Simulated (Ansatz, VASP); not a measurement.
# One calculation of CdSe, two programs

```
Cd Se
1.0
     0.00000    3.09805    3.09805
     3.09805    0.00000    3.09805
     3.09805    3.09805    0.00000
Cd Se
1 1
Direct
  0.00000 0.00000 0.00000
  0.25000 0.25000 0.25000
```

Alike in both runs: functional PBE; k mesh 10 × 10 × 10; occupations fermi-dirac, width 0.08 eV; no spin polarisation.

Ansatz relaxed the structure, and its values are those at the end. VASP's run is a single point on that final structure, the one shown.

|  | VASP | Ansatz |
| --- | --- | --- |
| version | VASP 6.6.1 | Ansatz 0.2.0 |
| potentials or method | VASP PAW PBE potentials, release 64 (Cd, Se) | PAW with Ansatz's default frozen-core files, scalar-relativistic |
| plane-wave cutoff (eV) | 520 | 420 |
| valence electrons in the cell | 18 | 36 |

```tsv
	VASP	Ansatz	Ansatz less VASP
pressure (GPa)	0.2	0.0	-0.25
```

With one functional, cell and mesh, what is left measures potentials, basis and numerics. The two sets of potentials don't hold the same shells in valence.
